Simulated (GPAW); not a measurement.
## LiF (Griceite) in GPAW: convergence with k mesh

Input of the first run (k mesh 3 × 3 × 3); the others differ in this setting and in those tied to it:

Contents of run.py:

```python
from ase.dft.bandgap import bandgap
from ase.io import read, write
from ase.units import GPa
from gpaw import GPAW, PW

atoms = read('POSCAR')

calc = GPAW(mode=PW(800),
            xc='LDA',
            kpts={'size': (3, 3, 3), 'gamma': True},
            occupations={'name': 'fermi-dirac', 'width': 0.05},
            nbands=11,
            convergence={'density': 1e-05, 'energy': 1e-05},
            maxiter=100,
            txt='gpaw.txt')
atoms.calc = calc
energy = atoms.get_potential_energy()
forces = atoms.get_forces()
stress = atoms.get_stress()
calc.write('gs.gpw')
write('result.traj', atoms)
print(f'Energy: {energy:.6f} eV')
print('Forces (eV/A):')
print(forces.round(4))
print('Stress (GPa):', (stress / GPa).round(3))
print('Fermi level:', round(calc.get_fermi_level(), 4), 'eV')
print(f'Gap: {bandgap(calc)[0]:.4f} eV, direct: {bandgap(calc, direct=True)[0]:.4f} eV')
```

Contents of POSCAR:

```
LiF
1.0
    0.0000000000      2.0140000000      2.0140000000
    2.0140000000      0.0000000000      2.0140000000
    2.0140000000      2.0140000000      0.0000000000
F Li
1 1
Direct
    0.5000000000      0.5000000000      0.5000000000
    0.0000000000      0.0000000000      0.0000000000
```

Potentials or basis: the program's PAW data sets (release 1.2.1) made for this functional, pw.

Command:

```sh
$ OMP_NUM_THREADS=1 python run.py
```

Hardware: 1 thread of AMD EPYC 9R14 (Zen 4), on a shared host.

| k mesh | energy less the tightest run, at zero smearing (meV/atom) | pressure (GPa) | gap on the mesh (eV) | SCF cycles | CPU time (s) | peak memory (GiB) |
| --- | --- | --- | --- | --- | --- | --- |
| 3 × 3 × 3 | 11.42 | -5.42 | 8.782 | 8 | 2 | 0.13 |
| 4 × 4 × 4 | 0.57 | -5.81 | 8.801 | 8 | 2.3 | 0.13 |
| 5 × 5 × 5 | 0.02 | -5.85 | 8.803 | 8 | 2.5 | 0.13 |
| 6 × 6 × 6 | 0.13 | -5.85 | 8.804 | 8 | 2.8 | 0.13 |
| 7 × 7 × 7 | 0.07 | -5.85 | 8.804 | 8 | 3.1 | 0.14 |
| 9 × 9 × 9 | 0.05 | -5.85 | 8.803 | 8 | 4 | 0.14 |
| 10 × 10 × 10 | 0.01 | -5.85 | 8.801 | 8 | 4.9 | 0.14 |
| 12 × 12 × 12 | 0.03 | -5.85 | 8.799 | 8 | 6.4 | 0.15 |
| 15 × 15 × 15 | 0.00 | -5.85 | 8.800 | 8 | 9.8 | 0.17 |

Against the tightest run, the energy stays within 1 meV/atom from 4 × 4 × 4 on; the pressure stays within 0.1 GPa from 4 × 4 × 4 on; the gap on the mesh stays within 0.01 eV from 4 × 4 × 4 on. Meshes of other sizes hit other points, so gaps and Fermi surfaces needn't settle smoothly. The tightest run that finished is the yardstick and may itself not be fully converged.

Caveat, for the tightest run too: an odd mesh through Γ misses points on the zone boundary, where band edges often lie.
